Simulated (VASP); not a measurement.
# TePb in VASP: further runs

The runs below take TePb through single point, with PBE, r2SCAN.

All numbers are computed with VASP 6.6.1; they aren't measurements. Logs are shortened: lines on timing, memory, paths and dates and some standing lists are left out, and cuts for length are marked.

**Measured values to compare with.**

A printed reference work, monograph reports, for a bulk crystal of TePb at 4.2 K: band gap 0.19 eV (direct).

The runs below are set against these values where they give the same quantity.

## Step 1: The cell of the first run

The structure is cubic, space group Fm-3m (No. 225). The conventional cell has a = 6.536 Å, b = 6.536 Å, c = 6.536 Å, α = 90.00°, β = 90.00°, γ = 90.00°. Te (site symmetry m-3m) has 6 Pb at 3.27 Å within 4.3 Å. Pb (site symmetry m-3m) has 6 Te at 3.27 Å within 4.3 Å.

## Step 2: Single point, PBE

INCAR reads:

```
SYSTEM = TePb
  ALGO = Normal
  EDIFF = 1E-6
  ENCUT = 520
  GGA = PE
  ISIF = 2
  ISMEAR = 0
  LASPH = .TRUE.
  LCHARG = .FALSE.
  LREAL = .FALSE.
  LWAVE = .FALSE.
  NBANDS = 17
  NELM = 100
  PREC = Accurate
  SIGMA = 0.01
```

KPOINTS reads:

```
k-points
0
G
  4 4 4
  0 0 0
```

POSCAR reads:

```
TePb
1.0
    0.0000000000      3.2678555508      3.2678555508
    3.2678555508      0.0000000000      3.2678555508
    3.2678555508      3.2678555508      0.0000000000
Te Pb
1 1
Direct
    0.5000000000      0.5000000000      0.5000000000
    0.0000000000      0.0000000000      0.0000000000
```

Potentials or basis: VASP PAW PBE potentials, release 64 (Te, Pb_d).

The run is started by

```bash
> cat potpaw_PBE.64/Te/POTCAR potpaw_PBE.64/Pb_d/POTCAR > POTCAR
> mpirun -np 1 vasp_std > vasp.out
```

OUTCAR:

```text
SYSTEM = TePb
   EDIFF = 1E-6
   ENCUT = 520
   GGA = PE
   ISIF = 2
   ISMEAR = 0
   LASPH = .TRUE.
   LREAL = .FALSE.
   NELM = 100
   PREC = Accurate

 ion  position               nearest neighbor table
   1  0.500  0.500  0.500-   2 3.27   2 3.27   2 3.27   2 3.27   2 3.27   2 3.27
   2  0.000  0.000  0.000-   1 3.27   1 3.27   1 3.27   1 3.27   1 3.27   1 3.27

  LATTYP: Found a face centered cubic cell.
 ALAT       =     6.5357111016

  Lattice vectors:

 A1 = (   0.0000000000,   3.2678555508,   3.2678555508)
 A2 = (   3.2678555508,   0.0000000000,   3.2678555508)
 A3 = (   3.2678555508,   3.2678555508,   0.0000000000)

Analysis of symmetry for initial positions (statically):
=====================================================================
 Subroutine PRICEL returns:
 Original cell was already a primitive cell.

 Routine SETGRP: Setting up the symmetry group for a
 face centered cubic supercell.

 Subroutine GETGRP returns: Found 48 space group operations
 (whereof 48 operations were pure point group operations)
 out of a pool of 48 trial point group operations.

The static configuration has the point symmetry O_h .

Analysis of symmetry for dynamics (positions and initial velocities):
=====================================================================
 Subroutine PRICEL returns:
 Original cell was already a primitive cell.

 Routine SETGRP: Setting up the symmetry group for a
 face centered cubic supercell.

 Subroutine GETGRP returns: Found 48 space group operations
 (whereof 48 operations were pure point group operations)
 out of a pool of 48 trial point group operations.

The dynamic configuration has the point symmetry O_h .

 Subroutine INISYM returns: Found 48 space group operations
 (whereof 48 operations are pure point group operations),
 and found     1 'primitive' translations

----------------------------------------------------------------------------------------

                                     Primitive cell

  volume of cell :      69.7941

  direct lattice vectors                    reciprocal lattice vectors
     0.000000000  3.267855551  3.267855551    -0.153005539  0.153005539  0.153005539
     3.267855551  0.000000000  3.267855551     0.153005539 -0.153005539  0.153005539
     3.267855551  3.267855551  0.000000000     0.153005539  0.153005539 -0.153005539

  length of vectors
     4.621445640  4.621445640  4.621445640     0.265013367  0.265013367  0.265013367

  position of ions in fractional coordinates (direct lattice)
[... 55 lines left out ...]
   ICHARG =      2    charge: 1-file 2-atom 10-const
   ISPIN  =      1    spin polarized calculation?
   LNONCOLLINEAR =      F non collinear calculations
   LSORBIT =      F    spin-orbit coupling
   LASPH  =      T    aspherical Exc in radial PAW
   ENCUT  =  520.0 eV  38.22 Ry    6.18 a.u.   8.59  8.59  8.59*2*pi/ulx,y,z
   NELM   =    100;   NELMIN=  2; NELMDL= -5     # of ELM steps
   EDIFF  = 0.1E-05   stopping-criterion for ELM
   LREAL  =      F    real-space projection
[... 7 lines left out ...]
   TEBEG  =    0.0;   TEEND  =   0.0 temperature during run
   PSTRESS=    0.0 pullay stress
   NELECT =      20.0000    total number of electrons
   NUPDOWN=      -1.0000    fix difference up-down
   EMIN   =  10.00;   EMAX   =-10.00  energy-range for DOS
   EFERMI =   0.00;   METHOD = LEGACY
   ISMEAR =     0;   SIGMA  =   0.01  broadening in eV -4-tet -1-fermi 0-gaus
   EFERMI_NEDOS =   21; number of points for ismear=-14 and -15
   IALGO  =     38    algorithm
   IMIX   =      4    mixing-type and parameters
     AMIX     =   0.40;   BMIX     =  1.00
     AMIX_MAG =   1.60;   BMIX_MAG =  1.00
  volume/ion in A,a.u.               =      34.90       235.50
  Fermi-wavevector in a.u.,A,eV,Ry     =   1.079308  2.039596 15.849499  1.164905
  Thomas-Fermi vector in A             =   2.215269
   LORBIT       =      0    0 simple, 1 ext, 2 COOP (PROOUT), +10 PAW based schemes
   GGA     = PE    functional components
   LHFCALC =     F    Hartree Fock is set to
   AEXX    =    0.0000 exact exchange contribution
   IVDW    =     0    specifies the selected vdW correction
   LEPSILON=     F    determine dielectric tensor
   LRPA    =     F    only Hartree local field effects (RPA)
 non-spin polarized calculation
 Gauss-broadening in eV      SIGMA  =   0.01
  energy-cutoff  :      520.00
  volume of cell :       69.79
 maximum number of plane-waves:      1893
 NGX is ok and might be reduce to    36
   NGX = 17   NGY = 17   NGZ = 17

 number of electron      20.0000002 magnetization

 Free energy of the ion-electron system (eV)
  ---------------------------------------------------
  ext. energy  EPLUGINS =         0.00000000
  ---------------------------------------------------
  free energy    TOTEN  =        -7.51353612 eV

  energy without entropy =       -7.51353612  energy(sigma->0) =       -7.51353612

 E-fermi :   5.2850     XC(G=0):  -9.1512

 val. band max:        5.1834937045   @ k =   0.5000   0.0000   0.0000
 cond. band min:       5.9866688262   @ k =   0.5000   0.0000   0.0000
 fundamental gap:      0.8031751216
 Fermi energy:         5.2849835220

 k-point     1 :       0.0000    0.0000    0.0000
  band No.  band energies     occupation
      1     -11.4848      2.00000
      2     -11.4848      2.00000
      3     -11.4778      2.00000
      4     -11.4778      2.00000
      5     -11.4778      2.00000
      6      -6.5523      2.00000
[... 137 lines left out ...]
      4     -11.4713      2.00000
      5     -11.4554      2.00000
      6      -4.8422      2.00000
[... 9 lines left out ...]
     16      16.0909      0.00000
     17      16.1538      0.00000

------------------------ aborting loop because EDIFF is reached ----------------------------------------

  FORCE on cell =-STRESS in cart. coord.  units (eV):
  Direction    XX          YY          ZZ          XY          YZ          ZX
  --------------------------------------------------------------------------------------
  -------------------------------------------------------------------------------------
  Total        0.2428782      0.2428782      0.2428782      0.0000000      0.0000000     -0.0000000
  in kB        5.5754589      5.5754589      5.5754589      0.0000000      0.0000000     -0.0000000
  external PRESSURE =       5.5754589 kB  Pullay stress =       0.0000000 kB

 VOLUME and BASIS-vectors are now :
 -----------------------------------------------------------------------------
  energy-cutoff  :      520.00
  volume of cell :       69.79
      direct lattice vectors                 reciprocal lattice vectors
     0.000000000  3.267855551  3.267855551    -0.153005539  0.153005539  0.153005539
     3.267855551  0.000000000  3.267855551     0.153005539 -0.153005539  0.153005539
     3.267855551  3.267855551  0.000000000     0.153005539  0.153005539 -0.153005539

 POSITION                                       TOTAL-FORCE (eV/Angst)
 -----------------------------------------------------------------------------------
      3.26786      3.26786      3.26786        -0.000000      0.000000      0.000000
      0.00000      0.00000      0.00000         0.000000     -0.000000      0.000000
 -----------------------------------------------------------------------------------
    total drift:                               -0.000000      0.000000      0.000000

  FREE ENERGIE OF THE ION-ELECTRON SYSTEM (eV)
  ---------------------------------------------------
  free  energy   TOTEN  =        -7.5135361187 eV

  energy  without entropy=       -7.5135361187  energy(sigma->0) =       -7.51353612
```

stdout:

```text
POSCAR found type information on POSCAR TePb
 POSCAR found :  2 types and       2 ions
 scaLAPACK will be used
 LDA part: xc-table for (Slater+PW92), standard interpolation
 POSCAR, INCAR and KPOINTS ok, starting setup
 FFT: planning ... GRIDC
 FFT: planning ... GRID_SOFT
 FFT: planning ... GRID
 WAVECAR not read
 entering main loop
```

Wall time 11 s (1 thread of Intel Xeon Platinum 8488C (Sapphire Rapids), shared host); peak memory 0.2 GiB.

What came out:

| Quantity | Value |
| --- | --- |
| Free energy | -7.5135 eV |
| Pressure | 0.6 GPa |
| Band gap on the k mesh | 0.80 eV, direct |

Levels at points of the mesh, in eV from the valence-band top:
| k point | band 7 | band 8 | band 9 | band 10 | band 11 | band 12 | band 13 | band 14 |
| --- | --- | --- | --- | --- | --- | --- | --- | --- |
| (0.00, 0.00, 0.00) | -5.68 | -1.21 | -1.21 | -1.21 | 4.04 | 4.04 | 4.04 | 5.88 |
| (0.50, 0.00, 0.00) | -8.41 | -0.78 | -0.78 | 0.00 | 0.80 | 1.36 | 1.36 | 8.35 |
| (0.50, 0.50, 0.00) | -7.24 | -4.23 | -2.60 | -2.60 | 3.44 | 5.36 | 5.36 | 6.52 |

Caveat: spin-orbit coupling is left out, which moves the levels of the heavy elements.

## Step 3: Single point, PBE (uniaxial z strain +1.7%)

INCAR reads:

```
PREC     = Accurate       # precision mode
ENCUT    = 520            # plane-wave cutoff, eV
EDIFF    = 1E-6           # SCF threshold, eV
ISMEAR   = 0              # smearing method
SIGMA    = 0.01           # smearing width, eV
LREAL    = False          # projectors in reciprocal space
LASPH    = True           # aspherical terms in the spheres
NELM     = 60             # most SCF steps
ALGO     = Normal         # electronic algorithm
ISIF     = 2              # what is computed and relaxed
LWAVE    = False          # write WAVECAR
LCHARG   = False          # write CHGCAR
GGA      = PE             # functional
NBANDS   = 17             # bands
```

KPOINTS reads:

```
Automatic mesh
0
Gamma
  4 4 4
```

POSCAR reads:

```
TePb
1.0
    0.0000000000      3.2678555508      3.3230823096
    3.2678555508      0.0000000000      3.3230823096
    3.2678555508      3.2678555508      0.0000000000
Te Pb
1 1
Direct
    0.5000000000      0.5000000000      0.5000000000
    0.0000000000      0.0000000000      0.0000000000
```

Potentials or basis: VASP PAW PBE potentials, release 64 (Te, Pb_d).

The run is started by

```bash
> cat potpaw_PBE.64/Te/POTCAR potpaw_PBE.64/Pb_d/POTCAR > POTCAR
> mpirun -np 1 vasp_std > vasp.out
```

OUTCAR:

```text
PREC = Accurate
   ENCUT = 520
   EDIFF = 1E-6
   ISMEAR = 0
   LREAL = False
   LASPH = True
   NELM = 60
   ISIF = 2
   GGA = PE

 ion  position               nearest neighbor table
   1  0.500  0.500  0.500-   2 3.27   2 3.27   2 3.27   2 3.27   2 3.32   2 3.32
   2  0.000  0.000  0.000-   1 3.27   1 3.27   1 3.27   1 3.27   1 3.32   1 3.32

  LATTYP: Found a body centered tetragonal cell.
 ALAT       =     4.6214456398
 C/A-ratio  =     1.4381137716

  Lattice vectors:

 A1 = (  -3.2678555508,   0.0000000000,   3.3230823096)
 A2 = (   3.2678555508,   0.0000000000,   3.3230823096)
 A3 = (   0.0000000000,   3.2678555508,  -3.3230823096)

Analysis of symmetry for initial positions (statically):
=====================================================================
 Subroutine PRICEL returns:
 Original cell was already a primitive cell.

 Routine SETGRP: Setting up the symmetry group for a
 body centered tetragonal supercell.

 Subroutine GETGRP returns: Found 16 space group operations
 (whereof 16 operations were pure point group operations)
 out of a pool of 16 trial point group operations.
[... 148 lines left out ...]
  free energy    TOTEN  =        -7.51122766 eV

  energy without entropy =       -7.51122766  energy(sigma->0) =       -7.51122766

 E-fermi :   5.0427     XC(G=0):  -9.0761

 val. band max:        4.9825598178   @ k =   0.5000   0.0000   0.0000
 cond. band min:       5.8040307712   @ k =   0.5000   0.0000   0.0000
 fundamental gap:      0.8214709535
 Fermi energy:         5.0426721644

 k-point     1 :       0.0000    0.0000    0.0000
  band No.  band energies     occupation
      1     -11.6743      2.00000
      2     -11.6668      2.00000
      3     -11.6663      2.00000
      4     -11.6663      2.00000
      5     -11.6611      2.00000
      6      -6.6289      2.00000
[... 237 lines left out ...]
      4     -11.6607      2.00000
      5     -11.6382      2.00000
      6      -4.9588      2.00000
[... 9 lines left out ...]
     16      15.9839      0.00000
     17      16.0512      0.00000

------------------------ aborting loop because EDIFF is reached ----------------------------------------

  FORCE on cell =-STRESS in cart. coord.  units (eV):
  Direction    XX          YY          ZZ          XY          YZ          ZX
  --------------------------------------------------------------------------------------
  -------------------------------------------------------------------------------------
  Total        0.2269948      0.2269948     -0.5397518      0.0000000      0.0000000      0.0000000
  in kB        5.1242438      5.1242438    -12.1845052      0.0000000      0.0000000      0.0000000
  external PRESSURE =      -0.6453392 kB  Pullay stress =       0.0000000 kB

 VOLUME and BASIS-vectors are now :
 -----------------------------------------------------------------------------
  energy-cutoff  :      520.00
  volume of cell :       70.97
      direct lattice vectors                 reciprocal lattice vectors
     0.000000000  3.267855551  3.323082310    -0.153005539  0.153005539  0.150462719
     3.267855551  0.000000000  3.323082310     0.153005539 -0.153005539  0.150462719
     3.267855551  3.267855551  0.000000000     0.153005539  0.153005539 -0.150462719

 POSITION                                       TOTAL-FORCE (eV/Angst)
 -----------------------------------------------------------------------------------
      3.26786      3.26786      3.32308         0.000000     -0.000000      0.000000
      0.00000      0.00000      0.00000        -0.000000      0.000000     -0.000000
 -----------------------------------------------------------------------------------
    total drift:                               -0.000000      0.000000      0.000000

  FREE ENERGIE OF THE ION-ELECTRON SYSTEM (eV)
  ---------------------------------------------------
  free  energy   TOTEN  =        -7.5112276569 eV

  energy  without entropy=       -7.5112276569  energy(sigma->0) =       -7.51122766
```

OSZICAR:

```text
N       E                     dE             d eps       ncg     rms          rms(c)
DAV:   1     0.150117186626E+03    0.15012E+03   -0.91620E+03   442   0.110E+03
DAV:   2     0.247929331980E+01   -0.14764E+03   -0.14338E+03   462   0.285E+02
DAV:   3    -0.736882132356E+01   -0.98481E+01   -0.97902E+01   564   0.801E+01
DAV:   4    -0.764675530868E+01   -0.27793E+00   -0.27780E+00   579   0.159E+01
DAV:   5    -0.765821264440E+01   -0.11457E-01   -0.11457E-01   639   0.292E+00    0.302E+00
DAV:   6    -0.751328847304E+01    0.14492E+00   -0.33801E-01   649   0.370E+00    0.184E+00
DAV:   7    -0.750917103836E+01    0.41174E-02   -0.92922E-02   608   0.142E+00    0.930E-01
DAV:   8    -0.751146422703E+01   -0.22932E-02   -0.11535E-02   540   0.107E+00    0.184E-01
DAV:   9    -0.751115697877E+01    0.30725E-03   -0.16969E-03   686   0.413E-01    0.588E-02
DAV:  10    -0.751122256137E+01   -0.65583E-04   -0.16772E-04   505   0.875E-02    0.200E-02
DAV:  11    -0.751122736607E+01   -0.48047E-05   -0.17762E-05   631   0.305E-02    0.594E-03
DAV:  12    -0.751122765691E+01   -0.29084E-06   -0.95039E-07   440   0.114E-02
   1 F= -.75112277E+01 E0= -.75112277E+01  d E =-.714659E-19
```

stdout:

```text
POSCAR found type information on POSCAR TePb
 POSCAR found :  2 types and       2 ions
 scaLAPACK will be used
 LDA part: xc-table for (Slater+PW92), standard interpolation
 POSCAR, INCAR and KPOINTS ok, starting setup
 FFT: planning ... GRIDC
 FFT: planning ... GRID_SOFT
 FFT: planning ... GRID
 WAVECAR not read
 entering main loop
```

Run time: 15 s. Hardware: 1 thread of Intel Xeon Platinum 8488C (Sapphire Rapids), shared host; peak memory 0.2 GiB.

Results:

```yaml
Free_energy: -7.5112 eV
Pressure: -0.1 GPa
Band_gap_on_the_k_mesh: 0.82 eV, direct
```

Caveat: the cell differs from its parent crystal (uniaxial z strain +1.7%); spin-orbit coupling is left out, which moves the levels of the heavy elements.

## Step 4: Single point, PBE (uniaxial y strain -2.0%)

INCAR reads:

```
  PREC = Accurate
  ENCUT = 520
  EDIFF = 1E-6
  ISMEAR = 0
  SIGMA = 0.01
  LREAL = F
  LASPH = T
  NELM = 60
  ALGO = Normal
  ISIF = 2
  LWAVE = F
  LCHARG = F
  GGA = PE
  NBANDS = 17
```

KPOINTS reads:

```
regular mesh
0
Gamma
  4 4 4
```

POSCAR reads:

```
TePb
1.0
    0.0000000000      3.2008645120      3.2678555508
    3.2678555508      0.0000000000      3.2678555508
    3.2678555508      3.2008645120      0.0000000000
Te Pb
1 1
Direct
    0.5000000000      0.5000000000      0.5000000000
    0.0000000000      0.0000000000      0.0000000000
```

The run is started by

```bash
> cat potpaw_PBE.64/Te/POTCAR potpaw_PBE.64/Pb_d/POTCAR > POTCAR
> mpirun -np 1 vasp_std > vasp.out
```

Run time: 14 s. Hardware: 1 thread of Intel Xeon Platinum 8488C (Sapphire Rapids), shared host; peak memory 0.2 GiB.

Results (log left out):

```yaml
Free_energy: -7.4962 eV
Pressure: 1.5 GPa
Band_gap_on_the_k_mesh: 0.74 eV, direct
```

Stress tensor (GPa, compression positive):
```
0.62 0.00 0.00
0.00 3.35 0.00
0.00 0.00 0.62
```

Levels at points of the mesh, in eV from the valence-band top:
```
           k point  band 6  band 7  band 8  band 9  band 10  band 11  band 12  band 13  band 14  band 15
(0.00, 0.00, 0.00)  -11.92   -5.64   -1.44   -1.24    -1.24     3.90     3.90     4.37     5.78     5.78
(0.50, 0.00, 0.00)  -10.52   -8.53   -0.89   -0.83     0.00     0.74     1.25     1.35     8.36     9.11
(0.50, 0.50, 0.00)  -10.33   -7.23   -4.39   -2.83    -2.61     3.36     5.19     5.71     6.52     9.99
(0.50, 0.00, 0.50)  -10.19   -7.38   -4.43   -2.76    -2.76     3.29     5.36     5.36     6.82    10.04
```

Caveat: the cell differs from its parent crystal (uniaxial y strain -2.0%); spin-orbit coupling is left out, which moves the levels of the heavy elements.

[end of part 1 of 2]
